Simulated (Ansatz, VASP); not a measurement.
## Cross-check of CdTe between VASP and Ansatz

Aim: how closely do two programs agree when they are given the same cell, functional and k mesh? The structure shown is the end of the Ansatz relaxation below.

Main program and level: Ansatz 0.2.0; plane waves, with VASP 6.6.1 beside it; single point at PBEsol.

**1. The starting structure**

The structure is cubic, space group F-43m (No. 216). Conventional cell: a = 6.489 Å, b = 6.489 Å, c = 6.489 Å, α = 90.00°, β = 90.00°, γ = 90.00°. Nearest to Te lie 4 Cd at 2.81 Å. Cd has 4 Te at 2.81 Å nearest. Farther neighbours and most contacts between anions are not listed. That group holds within 0.01 Å; judged at 0.001 Å it is I-4m2 (No. 119).

Structure file:

```cif
data_structure
_symmetry_space_group_name_H-M 'P 1'
_symmetry_Int_Tables_number 1
_cell_length_a 4.5889
_cell_length_b 4.5889
_cell_length_c 6.4866
_cell_angle_alpha 90.000
_cell_angle_beta 90.000
_cell_angle_gamma 90.000
_cell_volume 136.59
loop_
_atom_site_label
_atom_site_type_symbol
_atom_site_fract_x
_atom_site_fract_y
_atom_site_fract_z
_atom_site_occupancy
Te1 Te 0.50000 0.00000 0.75000 1
Te2 Te 0.00000 0.50000 0.25000 1
Cd3 Cd 0.00000 0.00000 0.00000 1
Cd4 Cd 0.50000 0.50000 0.50000 1
```

**2. Ansatz: relaxation, PBEsol**

Ansatz runs on its PAW soft_1 files.

This run makes the geometry at which the two programs are then compared.

File input.yaml:

```yaml
crystal:
  lattice:
    - [4.58889, 0.0, 0.0]
    - [0.0, 4.58889, 0.0]
    - [0.0, 0.0, 6.48967]
  atoms:
    - { symbol: Te, position: [0.5, 0.0, 0.75] }
    - { symbol: Te, position: [0.0, 0.5, 0.25] }
    - { symbol: Cd, position: [0.0, 0.0, 0.0] }
    - { symbol: Cd, position: [0.5, 0.5, 0.5] }
kpoints:
  mp_grid: { grid: [6, 6, 5] }
scf:
  occupations: { method: fermi_dirac, width: 0.02 }
hamiltonian:
  xc: pbesol
  pseudopotentials: { kind: paw, azcp: { folder: soft_1 }, xc_functional: pbe }
basis:
  ecutwfc: 600
output:
  forces: true
  stress: true
relax:
  f_tol: 0.005
  max_steps: 70
  cell: { stress_tol: 0.02, p_target: 0, fix: [a, b, alpha, beta, gamma] }
```

On the command line:

```console
> ansatz run input.yaml --threads 4 --pin off --max-ram 18432MiB --backend cpu --events-out ev --progress --plain --runs-dir out
```

Numbers of over 12 decimals in the logs are rounded to 6 here.

Output:

```text
Engine: ansatz 0.2.0, aarch64-unknown-linux-gnu
Pseudopotentials: kind: paw
Pseudopotential: Te, paw, valence charge 16, recommended cutoff 420 eV (normal), soft_1/Te.paw.azcp
Pseudopotential: Cd, paw, valence charge 20, recommended cutoff 420 eV (normal), soft_1/Cd.paw.azcp
Functional definition: PBEsol
  exchange = pbesol_x
  correlation = pbesol_c
Crystal: 4 atoms, lattice volume = 136.659 Å³
Basis set: ecut = 600 eV, 4549 PW (Γ), exchange–correlation on 80×80×108 points (8 copies of the dense FFT grid, shifted against one another)
Bands: 44, of which v1, the nominal top of the filled ones, is band 36 counted from 1 (35 counted from 0)
Symmetry: 16 space group operations
Space group: F-43m (ITA 216), of the structure as read, at distance tolerance 5.2e-5 Å
k-points: 30 of 180 (time reversal used)
Non-local potential: Te, projectors of the file, l = 0: 2, l = 1: 2, l = 2: 2, l = 3: 1
Non-local potential: Cd, projectors of the file, l = 0: 3, l = 1: 2, l = 2: 2, l = 3: 1
PAW form: soft (Blöchl's): semilocal exchange-correlation on the pseudo side does not see the compensation charge
PAW frozen core: Te, regenerated for the run's functional, and the local potential with it (the file was generated under x = pbe(κ = 0.804, μ = 0.219515), c = pbe(β = 0.066725))
PAW frozen core: Cd, regenerated for the run's functional, and the local potential with it (the file was generated under x = pbe(κ = 0.804, μ = 0.219515), c = pbe(β = 0.066725))
PAW one-centre angular grid: Te, 590 points (default); XC on 64 Gauss nodes
PAW one-centre angular grid: Cd, 590 points (default); XC on 64 Gauss nodes
Initial density: superposition of atomic densities (chi_scale 0.1, normalization cell, long waves kept (reshape's long-wave potential 0.00 eV rms))
Initial wavefunctions: pseudopotential atomic-orbital guess
Functional: x = pbesol(κ = 0.804, μ = 0.123457), c = pbesol(β = 0.046)
SCF iter   1: F=—  HF=-30173.073333 eV  |F-HF|=—  |Δ(HF+E_count)|=         —  Δρ=1.98e-2  dr2=3.81e-1  ethr=3.10e-3  ⟨swp⟩=9.3  Hψ=5773  notcnv=0
preconditioner: auto → Resta (q_TF=auto, 2.452 Å⁻¹)  ε∞=3.8  [insulator: Δε(μ)=0.573 eV  Ē_g=11.454 eV  σ=0.020 eV  W_gap=1.00  n_scr=36 (ndim 8)  ℏωp=19.1 eV  f_vac=0.158  D(μ)=0.00/eV (n_scr^D=0)  ε∞_Penn≈3.8]
SCF iter   2: F=—  HF=-30172.996397 eV  |F-HF|=—  |Δ(HF+E_count)|=   7.69e-2  Δρ=9.84e-3  dr2=9.89e-2  ethr=5.30e-4  ⟨swp⟩=3.7  Hψ=2797  notcnv=0  defer=86
SCF iter   3: F=—  HF=-30172.997199 eV  |F-HF|=—  |Δ(HF+E_count)|=   8.02e-4  Δρ=3.57e-3  dr2=1.40e-2  ethr=1.37e-4  ⟨swp⟩=3.0  Hψ=2228  notcnv=0  defer=86
SCF iter   4: F=—  HF=-30172.996523 eV  |F-HF|=—  |Δ(HF+E_count)|=   6.76e-4  Δρ=6.41e-4  dr2=7.74e-4  ethr=1.95e-5  ⟨swp⟩=2.0  Hψ=1921  notcnv=0  defer=86
SCF iter   5: F=—  HF=-30172.996906 eV  |F-HF|=—  |Δ(HF+E_count)|=   3.84e-4  Δρ=2.60e-4  dr2=1.55e-4  ethr=1.08e-6  ⟨swp⟩=2.8  Hψ=2254  notcnv=0  defer=86
SCF iter   6: F=—  HF=-30172.997112 eV  |F-HF|=—  |Δ(HF+E_count)|=   2.06e-4  Δρ=5.91e-5  dr2=7.32e-6  ethr=2.15e-7  ⟨swp⟩=2.0  Hψ=1774  notcnv=0  defer=86
SCF iter   7: F=—  HF=-30172.997104 eV  |F-HF|=—  |Δ(HF+E_count)|=   8.77e-6  Δρ=1.31e-5  dr2=2.33e-7  ethr=1.02e-8  ⟨swp⟩=2.0  Hψ=1774  notcnv=0  defer=86
SCF iter   8: F=-30172.997104 eV  HF=-30172.997104 eV  |F-HF|=2.24e-8  |Δ(HF+E_count)|=   7.45e-7  Δρ=2.10e-6  dr2=8.17e-9  ethr=1.39e-10  ⟨swp⟩=5.0  Hψ=4414  notcnv=0
SCF 1 converged in 8 iterations: F = -30172.997104 eV  dr2 = 8.17e-9
  greatest PAW one-centre occupation: 1.000 electrons in one spin orbital (limit 2), on the Cd atom at site 3 (counted from 0), in its partial waves of l = 0
relax step   1: F+E_penalty+E_count = -30172.99710447 eV  Δ(F+E_penalty+E_count) = +0.000e0 eV  max|allowed force component| = 1.301e-16 eV/Å  Δτ_max = 0.0000 Å  P = -0.001 GPa  Ω = 136.659 Å³  fix = [a, b, alpha, beta, gamma]  reactions: a +0.011, b +0.011 GPa  (8 SCF iters, dr2 threshold 1.00e-7 eV, accepted)
[...]
relax step   2: F+E_penalty+E_count = -30172.99711054 eV  Δ(F+E_penalty+E_count) = -6.061e-6 eV  max|allowed force component| = 4.510e-17 eV/Å  Δτ_max = 0.0000 Å  P = +0.019 GPa  Ω = 136.594 Å³  energy of the carried Pulay correction = +1.625e-6 eV  fix = [a, b, alpha, beta, gamma]  reactions: a +0.028, b +0.028 GPa  (4 SCF iters, dr2 threshold 1.38e-9 eV, accepted)
[...]
relax step   3: F+E_penalty+E_count = -30172.99710895 eV  Δ(F+E_penalty+E_count) = +1.589e-6 eV  max|allowed force component| = 4.857e-17 eV/Å  Δτ_max = 0.0000 Å  P = +0.019 GPa  Ω = 136.594 Å³  fix = [a, b, alpha, beta, gamma]  reactions: a +0.028, b +0.028 GPa  stress off target by 1.73e-3 GPa on what of the cell is left free  SCF on the basis re-selected at this cell (its energy is not comparable with the rows above)  (6 SCF iters)
basis re-selected at this cell: Δ(F+E_penalty+E_count) = +1.589e-6 eV, ΔP = -0.000 GPa vs the last step (what re-selecting the basis moved, of the pressure what is left beyond the Pulay correction that the steps carried, after the strain that the cell walked since its last selection, with what the two solves' SCF thresholds leave and, on support functions, any second-order correction that the steps lacked; it is no m [...]
SCF converged after 6 iterations
Free energy (F): -30172.997109 eV
Harris-Foulkes:  -30172.997109 eV  (|F-HF|=0.00e0)
Internal energy: -30172.997109 eV  (E = F + TS)
E sigma→0 (E₀):  -30172.997109 eV
Fermi energy:    7.596527 eV
--- Per-component energies (eV) ---
  E_band       = -1590.817478
  E_kinetic    = 1226.695303
  E_local      = -11641.301541  (includes V_loc(G=0)·N_el)
  E_nonlocal   = 383.590288
  E_hartree    = 5472.702803
  E_xc         = -553.208587
  E_vxc        = -594.235619  (∫ρ·V_xc dr)
  E_paw        = -17249.274899  (= ΣΔE_a)
  E_vpaw       = -1910.971441  (= ΣTr[D̂ρ^β])
  E_aug_tail   = -0.000121  (compensation charges beyond the density's cutoff)
  E_ewald      = -7813.633898
  E_core_change = 1.433544  (= ΣΔE_core)
  E_smearing   = -0.000000  (= −TS)
  E_closure    = -0.000000  (closes the sum)
  Σ components = -30172.997109   (vs F -30172.997109, Δ=0.00e0)
--- Forces (eV/Å), atoms counted from 1 ---
  atom   1  Te     0.00000000     0.00000000    -0.00000000
  atom   2  Te     0.00000000     0.00000000    -0.00000000
  atom   3  Cd    -0.00000000     0.00000000     0.00000000
  atom   4  Cd    -0.00000000    -0.00000000     0.00000000
  max |Σ_I F_I| component: 1.11e-16 eV/Å
--- Stress (GPa, compression-positive) ---
        0.027541       0.000000      -0.000000
        0.000000       0.027541       0.000000
       -0.000000       0.000000       0.001729
  P = ⅓ Tr σ = 0.0189 GPa (0.189 kbar)
--- Relaxed structure (2 steps of the walk, 2 accepted, 1 SCFs on fresh bases) ---
  F+E_penalty+E_count = -30172.99710895 eV   max|allowed force component| = 4.857e-17 eV/Å   (the final SCF, on the basis selected at the relaxed cell)
  cell:  # Å, volume = 136.5936 Å³
    - [4.58889, 0, 0]
    - [0, 4.58889, 0]
    - [0, 0, 6.486571]
  atoms:
    - { symbol: Te, position: [0.5, 0, 0.75] }
    - { symbol: Te, position: [0, 0.5, 0.250000] }
    - { symbol: Cd, position: [0, 0, 0] }
    - { symbol: Cd, position: [0.5, 0.5, 0.500000] }
```

In the SCF lines HF is the Harris–Foulkes energy and dr2 the Hartree energy of the density residual, in eV; the loop may stop once dr2 is under the threshold and the program's other checks hold. Hψ counts applications of the Hamiltonian.

**3. VASP: single point, PBEsol, pair 1**

The same cell, functional, mesh and smearing now go to VASP, with its own data sets.

Lines of VASP's logs that name or quote its potential files are left out, and so is its time.

File INCAR:

```
SYSTEM = CdTe
PREC = Accurate
ENCUT = 500
EDIFF = 1E-06
NELM = 120
ISMEAR = -1
SIGMA = 0.02
LREAL = .FALSE.
ALGO = Normal
GGA = PS
NBANDS = 24
LORBIT = 11
LWAVE = .FALSE.
LCHARG = .FALSE.
ISIF = 2
LASPH = .TRUE.
GGA_COMPAT = .FALSE.
EFERMI = MIDGAP
KPAR = 2
```

File POSCAR:

```
CdTe
1.0
    4.5888900000      0.0000000000      0.0000000000
    0.0000000000      4.5888900000      0.0000000000
    0.0000000000      0.0000000000      6.4865714934
Te Cd
2 2
Direct
    0.5000000000      0.0000000000      0.7500000000
    0.0000000000      0.5000000000      0.2500000000
    0.0000000000      0.0000000000      0.0000000000
    0.5000000000      0.5000000000      0.5000000000
```

File KPOINTS:

```
Automatic mesh
0
Gamma
6 6 5
0 0 0
```

Potentials, in the order of the species: Te and Cd (PBE family, release 64).

On the command line:

```console
> mpirun -np 2 vasp_std
```

Output:

```text
[banner, memory and clock lines left out]
running    2 mpi-ranks, on    1 nodes
 distrk:  each k-point on    1 cores,    2 groups
 distr:  one band on    1 cores,    1 groups

 POSCAR found type information on POSCAR TeCd
 POSCAR found :  2 types and       4 ions
|                                                                             |
|               ----> ADVICE to this user running VASP <----                  |
|                                                                             |
|     You enforced a specific xc type in the INCAR file but a different       |
|     [... a line on the potential file left out ...]
|     I HOPE YOU KNOW WHAT YOU ARE DOING!                                     |
|                                                                             |

 LDA part: xc-table for (Slater+PW92), standard interpolation
 POSCAR, INCAR and KPOINTS ok, starting setup
 FFT: planning ... GRIDC
 FFT: planning ... GRID_SOFT
 FFT: planning ... GRID
 WAVECAR not read
 entering main loop
       N       E                     dE             d eps       ncg     rms          rms(c)
DAV:   1     0.213880003335E+03    0.21388E+03   -0.15898E+04  1440   0.126E+03
DAV:   2    -0.156493774334E+01   -0.21544E+03   -0.21006E+03  1656   0.302E+02
DAV:   3    -0.113697827021E+02   -0.98048E+01   -0.97691E+01  1712   0.662E+01
DAV:   4    -0.114859854147E+02   -0.11620E+00   -0.11619E+00  1888   0.618E+00
DAV:   5    -0.114871491834E+02   -0.11638E-02   -0.11637E-02  1728   0.641E-01    0.762E+00
DAV:   6    -0.110092982634E+02    0.47785E+00   -0.11477E+00  1528   0.110E+01    0.626E+00
DAV:   7    -0.109782341204E+02    0.31064E-01   -0.33530E-01  1632   0.304E+00    0.253E+00
DAV:   8    -0.109759888722E+02    0.22452E-02   -0.27052E-02  1616   0.176E+00    0.752E-01
DAV:   9    -0.109760002794E+02   -0.11407E-04   -0.27893E-03  1696   0.545E-01    0.208E-01
DAV:  10    -0.109759469440E+02    0.53335E-04   -0.44468E-04  1568   0.201E-01    0.800E-02
DAV:  12    -0.109759881595E+02    0.11850E-04   -0.38038E-05  1600   0.581E-02    0.372E-02
DAV:  13    -0.109759899230E+02   -0.17635E-05   -0.12231E-06  1176   0.809E-03    0.549E-02
DAV:  14    -0.109759867312E+02    0.31918E-05   -0.21449E-05  1496   0.314E-02    0.166E-02
DAV:  15    -0.109759867653E+02   -0.34037E-07   -0.18863E-06  1560   0.904E-03
   1 F= -.10975987E+02 E0= -.10975987E+02  d E =-.115008E-08
```

OUTCAR, selected parts (step 3):

```text
ion  position               nearest neighbor table
   1  0.500  0.000  0.750-   3 2.81   4 2.81   4 2.81   3 2.81
   2  0.000  0.500  0.250-   3 2.81   4 2.81   3 2.81   4 2.81
   3  0.000  0.000  0.000-   1 2.81   2 2.81   2 2.81   1 2.81
   4  0.500  0.500  0.500-   1 2.81   2 2.81   1 2.81   2 2.81

  LATTYP: Found a simple tetragonal cell.
 ALAT       =     4.5888900000
 C/A-ratio  =     1.4135382398

 Subroutine GETGRP returns: Found  8 space group operations
 (whereof  8 operations were pure point group operations)

The static configuration has the point symmetry D_2d.

 Found     30 irreducible k-points:

   k-points           NKPTS =     30   k-points in BZ     NKDIM =     30   number of bands    NBANDS=     24

   dimension x,y,z NGX =    36 NGY =   36 NGZ =   48
   dimension x,y,z NGXF=    72 NGYF=   72 NGZF=   96

   ENCUT  =  500.0 eV  36.75 Ry    6.06 a.u.   8.37  8.37 11.83*2*pi/ulx,y,z

   NELECT =      36.0000    total number of electrons

 k-points in reciprocal lattice and weights: Automatic mesh
   0.00000000  0.00000000  0.00000000       0.006
   0.16666667  0.00000000  0.00000000       0.022
   0.33333333  0.00000000  0.00000000       0.022
   0.50000000  0.00000000  0.00000000       0.011
   0.16666667  0.16666667  0.00000000       0.022
   0.33333333  0.16666667  0.00000000       0.044
   0.50000000  0.16666667  0.00000000       0.022
   0.33333333  0.33333333  0.00000000       0.022
   0.50000000  0.33333333  0.00000000       0.022
[...]
0.50000000  0.33333333  0.40000000       0.044
   0.50000000  0.50000000  0.40000000       0.011

 average (electrostatic) potential at core
       1 -91.2809       2 -91.2809       3 -38.9946       4 -38.9946

 E-fermi :   2.5165

 k-point     1 :       0.0000    0.0000    0.0000
  band No.  band energies     occupation
    ...
     14       0.3046      2.00000
     15       0.3046      2.00000
     16       2.1797      2.00000
     17       2.1797      2.00000
     18       2.1806      2.00000
     19       2.8312      0.00000
     20       4.6762      0.00000
     21       4.7767      0.00000
     22       6.7276      0.00000
     23       6.7276      0.00000
    ...

 k-point     2 :       0.1667    0.0000    0.0000
  band No.  band energies     occupation
    ...
     14      -0.1479      2.00000
     15       0.4520      2.00000
     16       0.8537      2.00000
     17       1.8074      2.00000
     18       2.0996      2.00000
     19       3.9073      0.00000
     20       4.8486      0.00000
     21       5.7421      0.00000
     22       6.5410      0.00000
     23       6.8759      0.00000
    ...

 k-point     3 :       0.3333    0.0000    0.0000
  band No.  band energies     occupation
    ...
     14      -0.5689      2.00000
     15      -0.4543      2.00000
     16       0.8493      2.00000
     17       0.9163      2.00000
     18       1.8288      2.00000
     19       4.7769      0.00000
     20       5.1467      0.00000
     21       6.7949      0.00000
     22       7.2276      0.00000
     23       7.2970      0.00000
    ...

  Total        0.1529308      0.1529308      0.1297664      0.0000000      0.0000000      0.0000000
  in kB        1.7938047      1.7938047      1.5220970      0.0000000      0.0000000      0.0000000
  external PRESSURE =       1.7032355 kB  Pullay stress =       0.0000000 kB

  energy-cutoff  :      500.00
  volume of cell :      136.59
      direct lattice vectors                 reciprocal lattice vectors
     4.588890000  0.000000000  0.000000000     0.217917623  0.000000000  0.000000000
     0.000000000  4.588890000  0.000000000     0.000000000  0.217917623  0.000000000
     0.000000000  0.000000000  6.486571493     0.000000000  0.000000000  0.154164646

 POSITION                                       TOTAL-FORCE (eV/Angst)
 -----------------------------------------------------------------------------------
      2.29445      0.00000      4.86493         0.000000     -0.000000     -0.000000
      0.00000      2.29445      1.62164         0.000000     -0.000000     -0.000000
      0.00000      0.00000      0.00000         0.000000     -0.000000     -0.000000
      2.29445      2.29445      3.24329        -0.000000      0.000000      0.000000
 -----------------------------------------------------------------------------------
    total drift:                                0.000000      0.000000      0.000000

  FREE ENERGIE OF THE ION-ELECTRON SYSTEM (eV)
  ---------------------------------------------------
  free  energy   TOTEN  =       -10.9759867653 eV

  energy  without entropy=      -10.9759867641  energy(sigma->0) =      -10.97598676

 total charge
# of ion       s       p       d       tot
------------------------------------------
    1        1.352   2.044   0.021   3.418
    2        1.352   2.044   0.021   3.418
    3        0.473   0.318   9.527  10.318
    4        0.473   0.318   9.527  10.318
--------------------------------------------------
tot          3.651   4.724  19.097  27.471

[... 3 further parts left out ...]
```

The run ends at a pressure of 0.17 GPa.

**4. Side by side**

Known differences besides the potentials themselves: the data sets hold 72 valence electrons in Ansatz (on its PAW soft_1 files) and 36 in VASP; the cutoff is 600 eV in Ansatz and 500 eV in VASP; Ansatz makes its cores anew for this functional, VASP keeps those of its PBE data sets; Ansatz's pressure holds a Pulay correction, VASP's none. Total energies have different zeros and are not compared.

Both answers:

| quantity | Ansatz | VASP | difference |
| --- | --- | --- | --- |
| pressure (GPa) | 0.02 | 0.17 | -0.15 |
| gap on the k mesh (eV) | 0.647 | 0.651 | -0.004 |

A gap on the mesh is an upper bound, since the band edges may lie between its points.

**5. Ansatz: relaxation, PBEsol**

This run makes the geometry at which the two programs are then compared. The cell compared in this pair holds 137.42 Å³, against 136.59 Å³ for the pair before.

The structure compared here is the end of the Ansatz relaxation.

Changes to input.yaml since step 2:

```diff
@@ -2,5 +2,5 @@
   lattice:
-    - [4.58889, 0.0, 0.0]
-    - [0.0, 4.58889, 0.0]
-    - [0.0, 0.0, 6.48967]
+    - [4.6347789, 0.0, 0.0]
+    - [0.0, 4.6347789, 0.0]
+    - [0.0, 0.0, 6.45073198]
   atoms:
```

On the command line:

```console
> ansatz run input.yaml --threads 4 --pin off --max-ram 18432MiB --backend cpu --events-out ev --progress --plain --runs-dir out
```

Output:

```text
[...]
Crystal: 4 atoms, lattice volume = 138.569 Å³
Basis set: ecut = 600 eV, 4629 PW (Γ), exchange–correlation on 80×80×108 points (8 copies of the dense FFT grid, shifted against one another)
Bands: 44, of which v1, the nominal top of the filled ones, is band 36 counted from 1 (35 counted from 0)
Symmetry: 16 space group operations
[...]
P = ⅓ Tr σ = -0.2381 GPa (-2.381 kbar)
--- Relaxed structure (2 steps of the walk, 2 accepted, 1 SCFs on fresh bases) ---
[...]
cell:  # Å, volume = 137.4196 Å³
    - [4.6347789, 0.0, 0]
    - [0.0, 4.6347789, 0.0]
    - [0, 0.0, 6.397209]
  atoms:
    - { symbol: Te, position: [0.5, 0, 0.750000] }
    - { symbol: Te, position: [0, 0.5, 0.250000] }
    - { symbol: Cd, position: [0, 0.0, 0] }
    - { symbol: Cd, position: [0.5, 0.5, 0.500000] }
[key lines of the parts left out:]
SCF converged after 6 iterations
Free energy (F): -30172.994178 eV
Fermi energy:    7.515962 eV
```

(Continued in part 2 of 2.)

[Lines on the potential files, build, host, timing and source positions are cut from VASP's logs without a mark.]

[Logs are printed without paths, hosts, clocks, repeated set-up lines and the standing remarks that a program may print on its own settings, such as how far it seeks lower states.]

[Hosts, paths, dates, database ids (printed as entryN), source tags and the programs' standing remarks are cut or masked in the printed files.]
